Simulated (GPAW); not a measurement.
# Zr (P6_3/mmc) in GPAW: further runs

The runs below take Zr through band structure, with PBEsol, RPBE.

All numbers are computed with GPAW 26.7.0; they aren't measurements. Logs are shortened: lines on timing, memory, paths and dates and some standing lists are left out, and cuts for length are marked. The log counts tension as positive stress, the text compression.

## (1) Starting point

Symmetry: P6_3/mmc, No. 194, hexagonal system. The conventional cell has a = 3.232 Å, b = 3.232 Å, c = 5.147 Å, α = 90.00°, β = 90.00°, γ = 120.00°. Around Zr (site symmetry -6m2) lie 12 Zr at 3.18 to 3.23 Å.

## (2) Band structure, PBEsol

The input, run.py:

```python
from ase.dft.bandgap import bandgap
from ase.io import read, write
from ase.units import GPa
from gpaw import GPAW, PW, setup_paths

setup_paths.insert(0, '.')

atoms = read('Zr.xyz')

calc = GPAW(mode=PW(600),
            xc='PBEsol',
            kpts={'size': (9, 9, 5), 'gamma': True},
            occupations={'name': 'fermi-dirac', 'width': 0.05},
            nbands=24,
            convergence={'density': 1e-05, 'energy': 1e-05},
            maxiter=150,
            txt='gpaw.txt')
atoms.calc = calc
energy = atoms.get_potential_energy()
forces = atoms.get_forces()
stress = atoms.get_stress()
calc.write('gs.gpw')
write('result.traj', atoms)
print(f'Energy: {energy:.6f} eV')
print('Forces (eV/A):')
print(forces.round(4))
print('Stress (GPa):', (stress / GPa).round(3))
print('Fermi level:', round(calc.get_fermi_level(), 4), 'eV')
print(f'Gap: {bandgap(calc)[0]:.4f} eV, direct: {bandgap(calc, direct=True)[0]:.4f} eV')

path = atoms.cell.bandpath('GMKGALHA,LM,KH', npoints=80, eps=1e-4)
bs_calc = calc.fixed_density(kpts=path, symmetry='off', nbands=36,
                             convergence={'bands': 'CBM+6.0', 'eigenstates': 1e-6}, txt='bands.txt')
bs = bs_calc.band_structure()
bs.write('bs.json')
print(f'Gap on the path: {bandgap(bs_calc)[0]:.4f} eV')
```

The input, Zr.xyz:

```xyz
2
Lattice="3.2320000000 0.0000000000 0.0000000000 -1.6160000000 2.7989941050 0.0000000000 0.0000000000 0.0000000000 5.1470000000" Properties=species:S:1:pos:R:3 pbc="T T T"
Zr     1.6160000002      0.9329980349      3.8602500000
Zr    -0.0000000002      1.8659960701      1.2867500000
```

Potentials or basis: PAW data sets generated in the run's folder for this functional, pw.

Command:

```sh
gpaw-setup -f PBEsol Zr
OMP_NUM_THREADS=1 python run.py
```

gpaw.txt:

```text
__  _  _
 | _ |_)|_||  |
 |__||  | ||/\| - 26.7.0

Input parameters:
  mode=PW(ecut=600.0),
  convergence={'density': 1e-05, 'energy': 1e-05},
  kpts=MonkhorstPack(size=(9, 9, 5), gamma=True),
  maxiter=150,
  nbands=24,
  occupations=Occupations(name='fermi-dirac', width=0.05),
  xc=XC(name='PBEsol')

Diagonalizing LCAO Hamiltonian
Converting LCAO to pw mode

           Zr

        Zr

Atoms  # Å, Bohr magnetons
|   | symbol |         x |        y |        z |    initial magnetic moments |
|---|--------|-----------|----------|----------|-----------------------------|
| 0 |     Zr |  1.616000 | 0.932998 | 3.860250 | ( 0.0000,  0.0000,  0.0000) |
| 1 |     Zr | -0.000000 | 1.865996 | 1.286750 | ( 0.0000,  0.0000,  0.0000) |

Unit cell  # Å
| periodic |         x |        y |        z |  lengths |     angles |
|----------|-----------|----------|----------|----------|------------|
|      yes |  3.232000 | 0.000000 | 0.000000 | 3.232000 |  90.000000 |
|      yes | -1.616000 | 2.798994 | 0.000000 | 3.232000 |  90.000000 |
|      yes |  0.000000 | 0.000000 | 5.147000 | 5.147000 | 120.000000 |

Number of symmetries: 12
Symmetry operations  # r_c * U_cc + t_c -> r_c
|    | kind |            matrix            |
|----|------|------------------------------|
|  0 |  σ   |  1, 1, 0,  0,-1, 0,  0, 0, 1 |
|  1 |  S6  |  1, 1, 0, -1, 0, 0,  0, 0,-1 |
|  2 |  E   |  1, 0, 0,  0, 1, 0,  0, 0, 1 |
|  3 |  C2  |  1, 0, 0, -1,-1, 0,  0, 0,-1 |
|  4 |  C2  |  0, 1, 0,  1, 0, 0,  0, 0,-1 |
|  5 |  C3  |  0, 1, 0, -1,-1, 0,  0, 0, 1 |
|  6 |  S6  |  0,-1, 0,  1, 1, 0,  0, 0,-1 |
|  7 |  σ   |  0,-1, 0, -1, 0, 0,  0, 0, 1 |
|  8 |  σ   | -1, 0, 0,  1, 1, 0,  0, 0, 1 |
|  9 |  i   | -1, 0, 0,  0,-1, 0,  0, 0,-1 |
| 10 |  C3  | -1,-1, 0,  1, 0, 0,  0, 0, 1 |
| 11 |  C2  | -1,-1, 0,  0, 1, 0,  0, 0,-1 |

BZ-sampling:
  Number of BZ points: 405
  Number of IBZ points: 50

  Monkhorst-Pack size: [9, 9, 5]
  Monkhorst-Pack shift: [0, 0, 0]

K-points  # in reciprocal-cell coordinates
|     |                                coordinates |     weight |
|-----|--------------------------------------------|------------|
|   0 | (  0.00000000,   0.00000000,   0.00000000) | 0.00246914 |
|   1 | (  0.00000000,   0.00000000,   0.20000000) | 0.00493827 |
|   2 | (  0.00000000,   0.00000000,   0.40000000) | 0.00493827 |
|   3 | (  0.11111111,   0.00000000,  -0.40000000) | 0.01481481 |
|   4 | (  0.11111111,   0.00000000,  -0.20000000) | 0.01481481 |
|   5 | (  0.11111111,   0.00000000,   0.00000000) | 0.01481481 |
|   6 | (  0.11111111,   0.00000000,   0.20000000) | 0.01481481 |
|   7 | (  0.11111111,   0.00000000,   0.40000000) | 0.01481481 |
|   8 | (  0.22222222,  -0.11111111,   0.00000000) | 0.01481481 |
|   9 | (  0.22222222,  -0.11111111,   0.20000000) | 0.02962963 |
| ... |                                            |            |
|  49 | (  0.44444444,   0.44444444,   0.40000000) | 0.02962963 |

Plane wave coefficients: 1572
Cutoff: 600.0 eV

Spin-components: 1 (collinear spins)
Bands:           24
Projectors:      12
Spin-degeneracy: 2
Datatype:        complex128

Parallelization:
  kpt:    1
  domain: 1
  band:   1

Density:
  Valence electrons: 24.0
  Components: 1
  Grid points: [20 20 30]
  Charge: 0.0  # |e|

Potential:
  Grid points: [20 20 30]

species:
  Zr:
    name:    Zirconium
    Z:       40.0
    valence: 12
    core:    28
    charge:  0.0  # [|e|]
    compensation charges:
      type: gauss
      rc: 0.40  # [Å]
      lmax: 2
    cutoffs:
      filter: 2.39  # [Å]
      core: 1.59  # [Å]
    projectors
    | kind |    occ | energy [eV] | rcut [Å] |
    |------|--------|-------------|----------|
    |   4s |  2.000 |     -54.429 |    1.323 |
    |   5s |  2.000 |      -4.463 |    1.323 |
    |   4p |  6.000 |     -32.434 |    1.334 |
    |   5p |  0.000 |      -1.454 |    1.334 |
    |   4d |  2.000 |      -3.613 |    1.244 |
    |    d |        |      23.598 |    1.244 |

    Using partial waves for Zr as LCAO basis

Reference energy: -195675.701761  # eV

eigensolver:
  PPCG
  Converge bands: occupied
  niter=2

density mixing:
  MSR1-Mixer
  Pratt-step length: 0.05
  Maximum mixing coefficient: 0.75
  Old densities: 10
  SVD Regularization: 0.005
  Good broyden scale: 1.0
  Trust region scale: 1.0
  Backstep threshold: 4.0
  History deletion threshold: 6.0
  Fourier metric: weight=20.0, sigma=0.015

occupation numbers:
  Fermi-Dirac:
    width: 0.0500  # eV

poisson solver:
  ecut: 4800.0  # eV

xc functional:
  name: PBEsol with 2 nearest neighbor stencil

convergence criteria:
- Maximum integral of absolute [dens]ity change: 1e-05 electrons / valence electron
- Maximum [total energy] change in last 3 cyles: 1e-05 eV / valence electron
- Maximum integral of absolute [eigenst]ate change: 4e-08 eV^2 / valence electron
maximum number of iterations: 150

SCF iterations
|iter     | |      energy | eigst |  dens |
|---------|-|-------------|-------|-------|
|iter:   1| |  -16.184421 | +0.24 |       |
|iter:   2| |  -16.140849 | -1.44 | -1.29 |
|iter:   3| |  -15.893765 | -1.44 | -1.33 |
|iter:   4| |  -15.893747 | -2.70 | -1.94 |
|iter:   5| |  -15.894824 | -4.19 | -2.40 |
|iter:   6| |  -15.894827 | -5.67 | -3.62 |
|iter:   7| |  -15.894829c| -7.05 | -4.22 |
|iter:   8| |  -15.894829c| -8.17c| -5.01c|

Converged in 8 steps
Energy contributions relative to reference atoms: (reference = -195675.701761)

Energy contributions:
  Kinetic:           2.575264
  Coulomb:          -4.080057
  Zero:              0.720958
  External:          0.000000
  Xc:              -15.102684
  Entropy:          -0.016619
  Spinorbit:         0.000000
  ----------------------------
  Free energy:     -15.903138
  Extrapolated:    -15.894829

dipole moment: (0.000000, 0.000001, 0.000001)  # |e|*Ang

Fermi level: 9.290
Eigenvalues  # (at kpt = [0.000, 0.000, 0.000])
| band index |      eig [eV] | occ [0-2] |
|------------|---------------|-----------|
|          0 |       -39.451 |     2.000 |
|        ... |               |           |
|          2 |       -18.020 |     2.000 |
|          3 |       -17.142 |     2.000 |
|          4 |       -17.142 |     2.000 |
|          5 |       -17.004 |     2.000 |
|          6 |       -16.999 |     2.000 |
|          7 |       -16.999 |     2.000 |
[... 8 lines left out ...]
|         16 |        11.402 |     0.000 |
|         17 |        11.402 |     0.000 |
|        ... |               |           |
|         23 |        26.064 |     0.000 |

No gap
No difference between direct/indirect transitions

Forces  # eV/Ang
|        x |       y |        z |
|----------|---------|----------|
|  0.00000 | 0.00000 | -0.00000 |  # Zr   0
| -0.00000 | 0.00000 |  0.00000 |  # Zr   1

Stress tensor  # eV/Ang^3
|        x |        y |        z |
|----------|----------|----------|
| 0.023874 | 0.000000 | 0.000000 |
| 0.000000 | 0.023874 | 0.000000 |
| 0.000000 | 0.000000 | 0.019047 |

# Writing to gs.gpw (mode='')
```

Run time: 63 s. Hardware: 1 thread of Arm Neoverse V1, shared host; peak memory 0.3 GiB.

What came out:

* Free energy: -15.9031 eV
* Pressure: -3.6 GPa
* Band gap along the path: none (metal or under the smearing width)

Levels at the corners of the path, in eV from the Fermi level:
```csv
point,band 10,band 11,band 12,band 13,band 14,band 15
Γ,-3.04,0.85,0.85,1.00,1.17,1.54
M,-2.53,-2.15,-0.22,0.51,0.77,1.44
K,-1.37,-1.37,-1.15,0.25,0.25,1.78
Γ,-3.04,0.85,0.85,1.00,1.17,1.54
A,-3.97,0.03,0.03,0.75,0.75,0.75
L,-2.88,-1.06,-1.06,1.62,1.62,2.19
H,-1.46,-1.29,-1.29,-0.03,-0.03,2.02
A,-3.97,0.03,0.03,0.75,0.75,0.75
L,-2.88,-1.06,-1.06,1.62,1.62,2.19
M,-2.53,-2.15,-0.22,0.51,0.77,1.44
K,-1.37,-1.37,-1.15,0.25,0.25,1.78
H,-1.46,-1.29,-1.29,-0.03,-0.03,2.02
```

## (3) Band structure, PBEsol, spin-orbit coupling, no magnetisation

run.py: that of step 2 with these lines changed.

```diff
@@ -1,5 +1,8 @@
+import numpy as np
 from ase.dft.bandgap import bandgap
 from ase.io import read, write
-from ase.units import GPa
+from ase.units import Bohr, GPa
 from gpaw import GPAW, PW, setup_paths
+from gpaw.elf import elf_from_dft_calculation
+from gpaw.spinorbit import soc_eigenstates
 
@@ -11,3 +14,3 @@
             xc='PBEsol',
-            kpts={'size': (9, 9, 5), 'gamma': True},
+            kpts={'size': (7, 7, 4), 'gamma': True},
             occupations={'name': 'fermi-dirac', 'width': 0.05},
@@ -30,3 +33,8 @@
 
-path = atoms.cell.bandpath('GMKGALHA,LM,KH', npoints=80, eps=1e-4)
+# fields on the real-space grid
+write('density.cube', atoms, data=calc.get_pseudo_density() * Bohr**3)
+write('potential.cube', atoms, data=calc.get_electrostatic_potential())
+write('elf.cube', atoms, data=elf_from_dft_calculation(calc).data)
+
+path = atoms.cell.bandpath('GMKGALHA,LM,KH', npoints=60, eps=1e-4)
 bs_calc = calc.fixed_density(kpts=path, symmetry='off', nbands=36,
@@ -36 +44,7 @@
 print(f'Gap on the path: {bandgap(bs_calc)[0]:.4f} eV')
+
+soc = soc_eigenstates(bs_calc, theta=54.7, phi=45)
+np.savetxt('soc_bands.dat', soc.eigenvalues(), fmt='%.4f')
+mesh = soc_eigenstates('gs.gpw', theta=54.7, phi=45)
+np.savetxt('soc_mesh.dat', mesh.eigenvalues(), fmt='%.4f')
+print('Fermi level with spin-orbit coupling:', round(mesh.fermi_level, 4), 'eV')
```

Zr.xyz is that of step 2.

Potentials or basis: PAW data sets generated in the run's folder for this functional, pw.

Command:

```sh
gpaw-setup -f PBEsol Zr
OMP_NUM_THREADS=1 python run.py
```

Wall time 44 s (1 thread of Arm Neoverse V1, shared host); peak memory 0.28 GiB.

Results (log left out):

```
Free energy             : -15.8935 eV
Pressure                : -3.5 GPa
Band gap along the path : none (metal or under the smearing width)
```

Stress tensor (GPa, compression positive):
```
-3.43  0.00  0.00
 0.00 -3.43  0.00
 0.00  0.00 -3.63
```

Levels at the corners of the path, in eV from the Fermi level:
| point | band 21 | band 22 | band 23 | band 24 | band 25 | band 26 | band 27 | band 28 |
| --- | --- | --- | --- | --- | --- | --- | --- | --- |
| Γ | 0.75 | 0.75 | 0.84 | 0.84 | 0.94 | 0.94 | 1.12 | 1.12 |
| M | -2.20 | -2.20 | -0.27 | -0.27 | 0.46 | 0.46 | 0.72 | 0.72 |
| K | -1.37 | -1.37 | -1.20 | -1.20 | 0.18 | 0.18 | 0.22 | 0.22 |
| Γ | 0.75 | 0.75 | 0.84 | 0.84 | 0.94 | 0.94 | 1.12 | 1.12 |
| A | -0.02 | -0.02 | -0.01 | -0.01 | 0.66 | 0.66 | 0.66 | 0.66 |
| L | -1.11 | -1.11 | -1.11 | -1.11 | 1.56 | 1.56 | 1.56 | 1.56 |
| H | -1.37 | -1.37 | -1.31 | -1.31 | -0.11 | -0.11 | -0.05 | -0.05 |
| A | -0.02 | -0.02 | -0.01 | -0.01 | 0.66 | 0.66 | 0.66 | 0.66 |
| L | -1.11 | -1.11 | -1.11 | -1.11 | 1.56 | 1.56 | 1.56 | 1.56 |
| M | -2.20 | -2.20 | -0.27 | -0.27 | 0.46 | 0.46 | 0.72 | 0.72 |
| K | -1.37 | -1.37 | -1.20 | -1.20 | 0.18 | 0.18 | 0.22 | 0.22 |
| H | -1.37 | -1.37 | -1.31 | -1.31 | -0.11 | -0.11 | -0.05 | -0.05 |

Caveat: spin-orbit coupling was added after a scalar SCF, so levels and gaps hold it while energy, forces, pressure and moments don't; this program's spin-orbit splittings come out too wide for heavy elements.

## (4) Band structure, RPBE

The input, run.py:

```python
from ase.dft.bandgap import bandgap
from ase.io import read, write
from ase.units import GPa
from gpaw import GPAW, PW

atoms = read('Zr.xyz')

calc = GPAW(mode=PW(600),
            xc='RPBE',
            kpts={'size': (9, 9, 5), 'gamma': True},
            occupations={'name': 'fermi-dirac', 'width': 0.05},
            nbands=24,
            convergence={'density': 1e-05, 'energy': 1e-05},
            maxiter=150,
            txt='gpaw.txt')
atoms.calc = calc
energy = atoms.get_potential_energy()
forces = atoms.get_forces()
stress = atoms.get_stress()
calc.write('gs.gpw')
write('result.traj', atoms)
print(f'Energy: {energy:.6f} eV')
print('Forces (eV/A):')
print(forces.round(4))
print('Stress (GPa):', (stress / GPa).round(3))
print('Fermi level:', round(calc.get_fermi_level(), 4), 'eV')
print(f'Gap: {bandgap(calc)[0]:.4f} eV, direct: {bandgap(calc, direct=True)[0]:.4f} eV')

path = atoms.cell.bandpath('GMKGALHA,LM,KH', npoints=80, eps=1e-4)
bs_calc = calc.fixed_density(kpts=path, symmetry='off', nbands=36,
                             convergence={'bands': 'CBM+6.0', 'eigenstates': 1e-6}, txt='bands.txt')
bs = bs_calc.band_structure()
bs.write('bs.json')
print(f'Gap on the path: {bandgap(bs_calc)[0]:.4f} eV')
```

Zr.xyz is that of step 3.

Potentials or basis: the program's PAW data sets (release 1.2.1) made for this functional, pw.

Command:

```sh
OMP_NUM_THREADS=1 python run.py
```

gpaw.txt:

```text
__  _  _
 | _ |_)|_||  |
 |__||  | ||/\| - 26.7.0

Input parameters:
  mode=PW(ecut=600.0),
  convergence={'density': 1e-05, 'energy': 1e-05},
  kpts=MonkhorstPack(size=(9, 9, 5), gamma=True),
  maxiter=150,
  nbands=24,
  occupations=Occupations(name='fermi-dirac', width=0.05),
  xc=XC(name='RPBE')

Diagonalizing LCAO Hamiltonian
Converting LCAO to pw mode

           Zr

        Zr

Atoms  # Å, Bohr magnetons
|   | symbol |         x |        y |        z |    initial magnetic moments |
|---|--------|-----------|----------|----------|-----------------------------|
| 0 |     Zr |  1.616000 | 0.932998 | 3.860250 | ( 0.0000,  0.0000,  0.0000) |
| 1 |     Zr | -0.000000 | 1.865996 | 1.286750 | ( 0.0000,  0.0000,  0.0000) |

Unit cell  # Å
| periodic |         x |        y |        z |  lengths |     angles |
|----------|-----------|----------|----------|----------|------------|
|      yes |  3.232000 | 0.000000 | 0.000000 | 3.232000 |  90.000000 |
|      yes | -1.616000 | 2.798994 | 0.000000 | 3.232000 |  90.000000 |
|      yes |  0.000000 | 0.000000 | 5.147000 | 5.147000 | 120.000000 |
[... 140 lines left out ...]

Energy contributions:
  Kinetic:           7.923484
  Coulomb:          -8.899847
  Zero:              0.676059
  External:          0.000000
  Xc:              -13.714685
  Entropy:          -0.015696
  Spinorbit:         0.000000
  ----------------------------
  Free energy:     -14.030685
  Extrapolated:    -14.022837

dipole moment: (0.000000, 0.000001, 0.000001)  # |e|*Ang

Fermi level: 9.501
Eigenvalues  # (at kpt = [0.000, 0.000, 0.000])
| band index |      eig [eV] | occ [0-2] |
|------------|---------------|-----------|
|          0 |       -39.372 |     2.000 |
|        ... |               |           |
|          2 |       -17.912 |     2.000 |
|          3 |       -17.047 |     2.000 |
|          4 |       -17.047 |     2.000 |
|          5 |       -16.913 |     2.000 |
|          6 |       -16.907 |     2.000 |
|          7 |       -16.907 |     2.000 |
[... 8 lines left out ...]
|         16 |        11.631 |     0.000 |
|         17 |        11.631 |     0.000 |
|        ... |               |           |
|         23 |        26.356 |     0.000 |

No gap
No difference between direct/indirect transitions

Forces  # eV/Ang
|       x |        y |        z |
|---------|----------|----------|
| 0.00000 | -0.00000 |  0.00000 |  # Zr   0
| 0.00000 |  0.00000 | -0.00000 |  # Zr   1

Stress tensor  # eV/Ang^3
|         x |         y |         z |
|-----------|-----------|-----------|
| -0.013597 |  0.000000 |  0.000000 |
|  0.000000 | -0.013597 |  0.000000 |
|  0.000000 |  0.000000 | -0.018521 |

# Writing to gs.gpw (mode='')
```

stdout:

```text
Energy: -14.022837 eV
Forces (eV/A):
[[ 0. -0.  0.]
 [ 0.  0. -0.]]
Stress (GPa): [-2.179 -2.179 -2.967  0.     0.     0.   ]
Fermi level: 9.5007 eV
Gap: 0.0000 eV, direct: 0.0000 eV
Gap on the path: 0.0000 eV
```

bands.txt:

```text
Diagonalizing LCAO Hamiltonian
Converting LCAO to pw mode
convergence criteria:
- Maximum integral of absolute [eigenst]ate change: 1e-06 eV^2 / valence electron
maximum number of iterations: 150

SCF iterations
|iter     | |      energy | eigst |  dens |
|---------|-|-------------|-------|-------|
|iter:   1| |             | +0.45 |       |
[... 85 lines left out ...]
         [0.33333333, 0.33333333, 0.        ],
         [0.33333333, 0.33333333, 0.07142857],
         [0.33333333, 0.33333333, 0.14285714],
         [0.33333333, 0.33333333, 0.21428571],
         [0.33333333, 0.33333333, 0.28571429],
         [0.33333333, 0.33333333, 0.35714286],
         [0.33333333, 0.33333333, 0.42857143],
         [0.33333333, 0.33333333, 0.5       ]])),
  maxiter=150,
  nbands=36,
  occupations=Occupations(name='fermi-dirac', width=0.05),
  symmetry=Symmetry(point_group=False, time_reversal=False),
  xc=XC(name='RPBE')
```

Run time: 62 s. Hardware: 1 thread of Arm Neoverse V1, shared host; peak memory 0.3 GiB.

Results:

* Free energy: -14.0307 eV
* Pressure: 2.4 GPa
* Band gap along the path: none (metal or under the smearing width)

Stress tensor (GPa, compression positive):
```
2.18 0.00 0.00
0.00 2.18 0.00
0.00 0.00 2.97
```

Levels at the corners of the path, in eV from the Fermi level:
```
point  band 10  band 11  band 12  band 13  band 14  band 15
    Γ    -3.03     0.86     0.86     1.00     1.13     1.55
    M    -2.51    -2.15    -0.25     0.53     0.77     1.45
    K    -1.38    -1.38    -1.16     0.26     0.26     1.80
    Γ    -3.03     0.86     0.86     1.00     1.13     1.55
    A    -3.95     0.03     0.03     0.76     0.76     0.76
    L    -2.86    -1.06    -1.06     1.59     1.59     2.20
    H    -1.44    -1.29    -1.29    -0.06    -0.06     2.03
    A    -3.95     0.03     0.03     0.76     0.76     0.76
    L    -2.86    -1.06    -1.06     1.59     1.59     2.20
    M    -2.51    -2.15    -0.25     0.53     0.77     1.45
    K    -1.38    -1.38    -1.16     0.26     0.26     1.80
    H    -1.44    -1.29    -1.29    -0.06    -0.06     2.03
```

## (5) Overview

```tsv
level	potentials or basis	spin	k mesh	band points	spin axis theta (degrees)	spin axis phi (degrees)	soc after scf	pressure (GPa)
PBEsol	PAW data sets generated in the run's folder for this functional, pw	off	9 × 9 × 5	80	-	-	-	-3.6
PBEsol	PAW data sets generated in the run's folder for this functional, pw	SOC, no magnetisation	7 × 7 × 4	60	54.7	45	second variation	-3.5
RPBE	the program's PAW data sets (release 1.2.1) made for this functional, pw	off	9 × 9 × 5	80	-	-	-	2.4
```

Alike in all rows: task band structure; cell as given; cutoff (eV) 600; smearing fermi-dirac 0.05 eV.

Caveats: spin-orbit coupling was added after a scalar SCF, so levels and gaps hold it while energy, forces, pressure and moments don't (some runs); this program's spin-orbit splittings come out too wide for heavy elements (some runs).

Absolute energies hang on the potentials; compare differences alone.
